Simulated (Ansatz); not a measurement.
**CdS: stress in a strained cell**

Aim: deform CdS (equal xy, yz and zx engineering shear strains of +3 %) and compute stress, forces and field gradients with LAPW, PAW and all-electron datasets made for the crystal.

Method: DFT PBE, scalar-relativistic, in Ansatz 0.2.0.

## 1. The starting structure

The structure is cubic, space group F-43m (No. 216). Conventional cell: a = 5.886 Å, b = 5.886 Å, c = 5.886 Å, α = 90.00°, β = 90.00°, γ = 90.00°. Cd (site symmetry -43m) is surrounded by 4 S at 2.55 Å. Around S (site symmetry -43m) lie 4 Cd at 2.55 Å.

Structure file:

```xyz
2
Lattice="0.0000 2.9430 2.9430 2.9430 0.0000 2.9430 2.9430 2.9430 0.0000" Properties=species:S:1:pos:R:3 pbc="T T T"
Cd    0.0000    0.0000    0.0000
S     4.4144    4.4144    4.4144
```

Atoms are numbered in the order of the input: Cd1, S2.

## 2. After the deformation

Space group F-43m before, R3m after.

## 3. Full-potential LAPW

Input file input.yaml:

```yaml
crystal:
  lattice:
    - [0.088288604, 2.9870977669, 2.9870977669]
    - [2.9870977669, 0.088288604, 2.9870977669]
    - [2.9870977669, 2.9870977669, 0.088288604]
  atoms:
    - { symbol: Cd, position: [0.0, 0.0, 0.0] }
    - { symbol: S, position: [0.75, 0.75, 0.75] }
kpoints:
  mp_grid: { grid: [7, 7, 7] }
  band_path:
    path:
      - [0.0, 0.0, 0.0]
      - [-0.5, -0.5, -0.5]
      - [-0.5, -0.2428775097, -0.7571224903]
      - [-0.2428775097, 0.2428775097, -0.5]
      - [0.0, 0.0, -0.5]
      - [0.0, 0.0, 0.0]
      - [0.0, 0.3714387548, -0.3714387548]
      - [-0.3714387548, 0.0, -0.6285612452]
      - [-0.5, 0.0, -0.5]
    npoints: 5
scf:
  occupations: { method: fermi_dirac, width: 0.02 }
hamiltonian:
  xc: pbe
  pseudopotentials: { kind: all_electron, lapw: { basis_error: 0.0005 } }
output:
  forces: true
  stress: true
  eigenvalues: true
```

Run with:

```
$ ansatz run input.yaml --threads 1 --pin off --max-ram 3072MiB --backend cpu --events-out ev --progress --plain --runs-dir out
```

Output, shortened:

```text
LAPW: plane waves up to 8.377 Å⁻¹, error target 5.0e-4 eV per atom; small_component_spin mean_spin; S in spheres of 1.099 Å, 14 of its electrons in bands, Dirac shells []; Cd in spheres of 1.424 Å, 20 of its electrons in bands, Dirac shells []
[...]
Pseudopotentials: kind: all_electron
Pseudopotential: Cd, LAPW, valence charge 20, Koelling and Harmon's equation, gaussian nucleus
Pseudopotential: S, LAPW, valence charge 14, Koelling and Harmon's equation, gaussian nucleus
Functional definition: PBE
[...]
Crystal: 2 atoms, lattice volume = 50.944 Å³
Basis set: ecut = 267.3350350944011 eV, 531 PW (Γ), exchange–correlation at level 2
Bands: 21, of which v1, the nominal top of the filled ones, is band 17 counted from 1 (16 counted from 0)
Symmetry: 6 space group operations
Space group: R3m (ITA 160), of the structure as read, at distance tolerance 3.7e-5 Å
k-points: 44 of 343 (time reversal used)
[...]
SCF iter   1: F=—  HF=-163099.958559 eV  |F-HF|=—  |Δ(HF+E_count)|=         —  Δρ=3.78e-2  dr2=1.52e0  ethr=4.45e-3  ⟨swp⟩=2.0  Hψ=6333  notcnv=0
[...]
the basis was enlarged: its passes take 695.8 KiB over the memory plan, 1 of 1 planned eigensolver slots
[...]
SCF iter   7: F=-163099.404223 eV  HF=-163099.404223 eV  |F-HF|=2.20e-8  |Δ(HF+E_count)|=   1.41e-6  Δρ=6.81e-6  dr2=3.02e-8  ethr=1.58e-9  ⟨swp⟩=3.0  Hψ=2780  notcnv=0
[...]
NSCF: frozen V_eff on 41 k-points
SCF converged after 7 iterations
Free energy (F): -163099.404223 eV
[...]
E sigma→0 (E₀):  -163099.404223 eV
Fermi energy:    7.931399 eV
[...]
--- Forces (eV/Å), atoms counted from 1 ---
  atom   1  Cd    -0.15197453    -0.15197453    -0.15197453
  atom   2  S      0.15195410     0.15195410     0.15195410
[...]
--- Stress (GPa, compression-positive) ---
        1.415113      -1.374516      -1.374516
       -1.374516       1.415113      -1.374516
       -1.374516      -1.374516       1.415113
  P = ⅓ Tr σ = 1.4151 GPa (14.151 kbar)
--- Band table (eV; the first three rows and the last of 44) ---
  k-point 0: bands = ["-197.0634", "-141.8407", "-141.8373", "-141.8373", "-93.9042", "-54.9754", "-54.9739", "-54.9739", "-4.8533", "-0.2948", "-0.2948", "-0.2476", "0.1671", "0.1671", "7.2565", "7.4062", "7.4062", "8.4426", "13.5517", "14.0872", "14.0872"]
[...]
```

Wall time 17 s (1 thread of Intel Xeon Platinum 8488C (Sapphire Rapids), shared host); peak memory 0.35 GiB.

Read from it: pressure 1.42 GPa; gap 1.04 eV, direct at Γ; largest force 0.263 eV/Å.

## 4. Frozen-core PAW

Input file input.yaml:

```yaml
crystal:
  lattice:
    - [0.088288604, 2.9870977669, 2.9870977669]
    - [2.9870977669, 0.088288604, 2.9870977669]
    - [2.9870977669, 2.9870977669, 0.088288604]
  atoms:
    - { symbol: Cd, position: [0.0, 0.0, 0.0] }
    - { symbol: S, position: [0.75, 0.75, 0.75] }
kpoints:
  mp_grid: { grid: [7, 7, 7] }
scf:
  occupations: { method: fermi_dirac, width: 0.02 }
hamiltonian:
  xc: pbe
  pseudopotentials: { kind: paw }
output:
  forces: true
  stress: true
  eigenvalues: true
  efg: { contact_densities: true }
```

Run with:

```
$ ansatz run input.yaml --threads 1 --pin off --max-ram 3072MiB --backend cpu --events-out ev --progress --plain --runs-dir out
```

Output:

```text
Cd: output.efg is read without spin–orbit coupling, which moves field gradients at and beside such atoms by some per cent and up to a factor of two; PAW files take it under magnetization.noncollinear and magnetization.spin_orbit
Engine: ansatz 0.2.0
Pseudopotentials: kind: paw
Pseudopotential: Cd, paw, valence charge 20, recommended cutoff 420 eV (normal)
Pseudopotential: S, paw, valence charge 6, recommended cutoff 420 eV (normal)
Functional definition: PBE
  parameter kappa = 0.804
  parameter beta = 0.06672455060314922
  exchange = pbe_x(kappa = kappa, mu = beta*pi^2/3)
  correlation = pbe_c(beta = beta)
Crystal: 2 atoms, lattice volume = 50.944 Å³
Basis set: ecut = 420 eV, 965 PW (Γ), exchange–correlation on 60×60×60 points (8 copies of the dense FFT grid, shifted against one another)
Bands: 17, of which v1, the nominal top of the filled ones, is band 13 counted from 1 (12 counted from 0)
Symmetry: 6 space group operations
Space group: R3m (ITA 160), of the structure as read, at distance tolerance 3.7e-5 Å
k-points: 44 of 343 (time reversal used)
Non-local potential: Cd, projectors of the file, l = 0: 3, l = 1: 2, l = 2: 2, l = 3: 1
Non-local potential: S, projectors of the file, l = 0: 2, l = 1: 2, l = 2: 2
PAW form: soft (Blöchl's): semilocal exchange-correlation on the pseudo side does not see the compensation charge
PAW one-centre angular grid: Cd, 590 points (default); XC on 64 Gauss nodes
PAW one-centre angular grid: S, 110 points (default); XC on 64 Gauss nodes
Initial density: superposition of atomic densities (neutral atoms: chi_scale 0, normalization atom), corrected by the library's trained network
Initial wavefunctions: pseudopotential atomic-orbital guess
Functional: x = pbe(κ = 0.804, μ = 0.2195149727645171), c = pbe(β = 0.06672455060314922)
SCF iter   1: F=—  HF=-9157.803243 eV  |F-HF|=—  |Δ(HF+E_count)|=         —  Δρ=5.84e-4  dr2=2.39e-4  ethr=1.77e-3  ⟨swp⟩=5.9  Hψ=3842  notcnv=0
preconditioner: auto → none  [insulator: Δε(μ)=1.030 eV  Ē_g=12.264 eV  σ=0.020 eV  W_gap=1.00  n_scr=14 (ndim 8)  ℏωp=22.1 eV  f_vac=0.140  D(μ)=0.00/eV (n_scr^D=0)  ε∞_Penn≈4.2]
SCF iter   2: F=—  HF=-9157.803900 eV  |F-HF|=—  |Δ(HF+E_count)|=   6.57e-4  Δρ=3.23e-4  dr2=3.03e-5  ethr=9.20e-7  ⟨swp⟩=2.4  Hψ=1792  notcnv=0
SCF iter   3: F=—  HF=-9157.803925 eV  |F-HF|=—  |Δ(HF+E_count)|=   2.51e-5  Δρ=1.16e-4  dr2=3.04e-6  ethr=1.17e-7  ⟨swp⟩=2.0  Hψ=1100  notcnv=0
SCF iter   4: F=—  HF=-9157.803944 eV  |F-HF|=—  |Δ(HF+E_count)|=   1.84e-5  Δρ=3.41e-5  dr2=2.70e-7  ethr=1.17e-8  ⟨swp⟩=2.0  Hψ=1144  notcnv=0
iter 5 did not close the SCF: its close was put off for the readings that it lacked (scf_convergence_deferred on its scf_iter line)
SCF iter   5: F=-9157.803946 eV  HF=-9157.803946 eV  |F-HF|=5.90e-8  |Δ(HF+E_count)|=   2.00e-6  Δρ=6.55e-6  dr2=2.49e-8  ethr=1.04e-9  ⟨swp⟩=2.0  Hψ=1144  notcnv=0
SCF iter   6: F=-9157.803946 eV  HF=-9157.803946 eV  |F-HF|=3.49e-9  |Δ(HF+E_count)|=   6.92e-8  Δρ=2.45e-6  dr2=2.29e-9  ethr=9.59e-11  ⟨swp⟩=2.0  Hψ=2634  notcnv=0
SCF 1 converged in 6 iterations: F = -9157.803946 eV  dr2 = 2.29e-9
SCF converged after 6 iterations
Free energy (F): -9157.803946 eV
Harris-Foulkes:  -9157.803946 eV  (|F-HF|=3.49e-9)
Internal energy: -9157.803946 eV  (E = F + TS)
E sigma→0 (E₀):  -9157.803946 eV
Fermi energy:    7.115304 eV
--- Per-component energies (eV) ---
  E_band       = -514.526236
  E_kinetic    = 611.415763
  E_local      = -4053.558738  (includes V_loc(G=0)·N_el)
  E_nonlocal   = 62.176062
  E_hartree    = 1859.827302
  E_xc         = -273.676969
  E_vxc        = -308.812915  (∫ρ·V_xc dr)
  E_paw        = -4683.837413  (= ΣΔE_a)
  E_vpaw       = -545.400622  (= ΣTr[D̂ρ^β])
  E_aug_tail   = 0.000015  (compensation charges beyond the density's cutoff)
  E_ewald      = -2680.149968
  E_smearing   = -0.000000  (= −TS)
  E_closure    = 0.000000  (closes the sum)
  Σ components = -9157.803946   (vs F -9157.803946, Δ=0.00e0)
--- Forces (eV/Å), atoms counted from 1 ---
  atom   1  Cd    -0.15130520    -0.15130520    -0.15130520
  atom   2  S      0.15130426     0.15130426     0.15130426
  max |Σ_I F_I| component: 9.48e-7 eV/Å
--- Stress (GPa, compression-positive) ---
        1.384255      -1.373659      -1.373659
       -1.373659       1.384255      -1.373659
       -1.373659      -1.373659       1.384255
  P = ⅓ Tr σ = 1.3843 GPa (13.843 kbar)
--- PAW observables at the nuclei: V_zz in 10²¹ V/m², potentials from the cell's mean, atoms counted from 1 ---
  atom   1  Cd V_zz =    +2.972070   η = 0.0000   by run symmetry: allowed
            electrostatic potential = -7703.803313 V   contact ρ = 1035901.567058 e/Å³
  atom   2  S  V_zz =    +0.643016   η = 0.0000   by run symmetry: allowed
            electrostatic potential = -1633.283266 V   contact ρ = 19766.709630 e/Å³
--- Band table (eV; the first three rows and the last of 44) ---
  k-point 0: bands = ["-94.7118", "-55.7849", "-55.7833", "-55.7833", "-5.6702", "-1.1089", "-1.1089", "-1.0616", "-0.6462", "-0.6462", "6.4405", "6.5903", "6.5903", "7.6264", "12.7317", "13.2671", "13.2671"]
  k-point 1: bands = ["-94.7118", "-55.7849", "-55.7834", "-55.7833", "-5.5919", "-1.0784", "-1.0536", "-1.0196", "-0.6489", "-0.6467", "5.3650", "6.3194", "6.4285", "8.5895", "12.8384", "13.0675", "13.5083"]
  k-point 2: bands = ["-94.7117", "-55.7850", "-55.7837", "-55.7834", "-5.4153", "-1.0186", "-0.9900", "-0.7764", "-0.6411", "-0.6357", "3.7482", "6.0170", "6.0928", "9.3418", "12.9643", "13.4090", "13.7578"]
  k-point 43: bands = ["-94.7117", "-55.7853", "-55.7835", "-55.7834", "-5.2708", "-0.9890", "-0.9771", "-0.6476", "-0.6223", "-0.2878", "2.4839", "5.2470", "5.8101", "10.4202", "12.8498", "13.9149", "14.1250"]
```

Run time: 3.8 s. Hardware: 1 thread of Intel Xeon Platinum 8488C (Sapphire Rapids), shared host; peak memory 0.42 GiB.

In short: pressure 1.38 GPa; gap on the k mesh 1.04 eV (an odd mesh misses the zone boundary); largest force 0.262 eV/Å; Vzz Cd1 2.97 (η = 0.00), S2 0.64 (η = 0.00) (10²¹ V/m²).

## 5. All-electron PAW on datasets made for the crystal

input.yaml: that of step 4 with these lines changed.

```diff
@@ -14,3 +14,3 @@
   xc: pbe
-  pseudopotentials: { kind: paw }
+  pseudopotentials: { kind: all_electron, datasets: crystal }
 output:
```

Run with:

```
$ ansatz run input.yaml --threads 1 --pin off --max-ram 3072MiB --backend cpu --events-out ev --progress --plain --runs-dir out
```

Output, shortened:

```text
[...]
Cd: output.efg is read without spin–orbit coupling, which moves field gradients at and beside such atoms by some per cent and up to a factor of two; PAW files take it under magnetization.noncollinear and magnetization.spin_orbit
[...]
Pseudopotentials: kind: all_electron
Pseudopotential: Cd, paw, valence charge 20, recommended cutoff 260 eV (normal), Koelling and Harmon's equation, gaussian nucleus
Pseudopotential: S, paw, valence charge 6, recommended cutoff 260 eV (normal), Koelling and Harmon's equation, gaussian nucleus
Functional definition: PBE
[...]
Crystal: 2 atoms, lattice volume = 50.944 Å³
Basis set: ecut = 260 eV, 495 PW (Γ), exchange–correlation on 48×48×48 points (8 copies of the dense FFT grid, shifted against one another)
Bands: 13, of which v1, the nominal top of the filled ones, is band 9 counted from 1 (8 counted from 0)
Symmetry: 6 space group operations
[...]
  atom   1  Cd    -0.15185026    -0.15185026    -0.15185026
  atom   2  S      0.15191605     0.15191605     0.15191605
[...]
--- Stress (GPa, compression-positive) ---
        1.413009      -1.374210      -1.374210
       -1.374210       1.413009      -1.374210
       -1.374210      -1.374210       1.413009
  P = ⅓ Tr σ = 1.4130 GPa (14.130 kbar)
  It holds what live shells' own plane waves past their cutoff add
--- PAW observables at the nuclei: V_zz in 10²¹ V/m², potentials from the cell's mean, atoms counted from 1 ---
  atom   1  Cd V_zz =    +3.003395   η = 0.0000   by run symmetry: allowed
            electrostatic potential = -7703.697966 V   contact ρ = 1035881.987935 e/Å³
  atom   2  S  V_zz =    +0.641084   η = 0.0000   by run symmetry: allowed
            electrostatic potential = -1633.176956 V   contact ρ = 19784.805280 e/Å³
--- Band table (eV; the first three rows and the last of 44) ---
  k-point 0: bands = ["-4.8533", "-0.2947", "-0.2947", "-0.2475", "0.1672", "0.1672", "7.2565", "7.4063", "7.4063", "8.4428", "13.5517"]
[...]
```

It took 8.6 s on 1 thread of Intel Xeon Platinum 8488C (Sapphire Rapids), shared host; peak memory 0.56 GiB.

Result: pressure 1.41 GPa; gap on the k mesh 1.04 eV (an odd mesh misses the zone boundary); largest force 0.263 eV/Å; Vzz Cd1 3.00 (η = 0.00), S2 0.64 (η = 0.00) (10²¹ V/m²).

## 6. Stress and forces compared

Stress (GPa, compression positive):

| method | xx | yy | zz | yz | xz | xy |
| --- | --- | --- | --- | --- | --- | --- |
| LAPW | 1.42 | 1.42 | 1.42 | -1.37 | -1.37 | -1.37 |
| PAW | 1.38 | 1.38 | 1.38 | -1.37 | -1.37 | -1.37 |
| crystal datasets | 1.41 | 1.41 | 1.41 | -1.37 | -1.37 | -1.37 |

Forces (eV/Å):

| atom | LAPW x | LAPW y | LAPW z | PAW x | PAW y | PAW z | crystal datasets x | crystal datasets y | crystal datasets z |
| --- | --- | --- | --- | --- | --- | --- | --- | --- | --- |
| Cd1 | -0.152 | -0.152 | -0.152 | -0.151 | -0.151 | -0.151 | -0.152 | -0.152 | -0.152 |
| S2 | 0.152 | 0.152 | 0.152 | 0.151 | 0.151 | 0.151 | 0.152 | 0.152 | 0.152 |

| method | pressure (GPa) | gap on the k mesh (eV) | largest force (eV/Å) | Vzz Cd1 (10²¹ V/m²) | Vzz S2 (10²¹ V/m²) | SCF cycles, all passes |
| --- | --- | --- | --- | --- | --- | --- |
| LAPW | 1.42 | 1.04 | 0.263 | – | – | 7 |
| PAW | 1.38 | 1.04 | 0.262 | 2.97 | 0.64 | 6 |
| crystal datasets | 1.41 | 1.04 | 0.263 | 3.00 | 0.64 | 8 |

## 7. Outcome

```
                                 quantity                                           value
                                 pressure  LAPW 1.42, PAW 1.38, crystal datasets 1.41 GPa
largest shear or deviatoric stress (LAPW)                                        1.37 GPa
```

**Reading.** The largest part of the stress beyond the pressure is 1.37 GPa in size; the atoms are carried along and not relaxed. No run of the undeformed cell stands beside it, so the pressure holds what the given cell had before the change. PAW: stress within 0.03 GPa of LAPW, forces within 1 meV/Å. Crystal datasets: stress within 0.01 GPa of LAPW, forces within 1 meV/Å.
